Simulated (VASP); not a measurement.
Write the native input for VASP 6.6.1 that does the following.

```
Task                   : single point
Functional             : PBE
Potentials or basis    : VASP PAW PBE potentials, release 64 (In_d, Sb)
Cutoff                 : 250 eV
k mesh                 : 6 × 6 × 6
Occupations            : gaussian, width 0.02 eV
Spin                   : no spin polarisation
Further INCAR settings : ALGO = Normal; EDIFF = 1e-07; NBANDS = 16
```

The structure of InSb lies in POSCAR:

```
InSb
1.0
    0.0000000000      3.2391000000      3.2391000000
    3.2391000000      0.0000000000      3.2391000000
    3.2391000000      3.2391000000      0.0000000000
In Sb
1 1
Direct
    0.0000000000      0.0000000000      0.0000000000
    0.2500000000      0.2500000000      0.2500000000
```

The input as run:

INCAR

```
SYSTEM = InSb
ALGO = Normal ; EDIFF = 1E-7
ENCUT = 250 ; GGA = PE
ISIF = 2 ; ISMEAR = 0
LASPH = .TRUE. ; LCHARG = .FALSE.
LREAL = .FALSE. ; LWAVE = .FALSE.
NBANDS = 16 ; NELM = 80
PREC = Accurate ; SIGMA = 0.02
```

KPOINTS

```
k-points
0
G
  6 6 6
  0 0 0
```

Potentials or basis: VASP PAW PBE potentials, release 64 (In_d, Sb).

Launch:

```console
$ cat potpaw_PBE.64/In_d/POTCAR potpaw_PBE.64/Sb/POTCAR > POTCAR
$ mpirun -np 1 vasp_std > vasp.out
```

It gave:

```
Band gap on the k mesh : none (metal or under the smearing width)
```

Caveat: this crystal is a semiconductor, whose small gap the functional closes, so the metal is an error of the method.

Wall time 3.8 s on 1 thread of Intel(R) Xeon(R) 6975P-C (Granite Rapids), with other jobs on the host, peak memory 0.13 GiB.
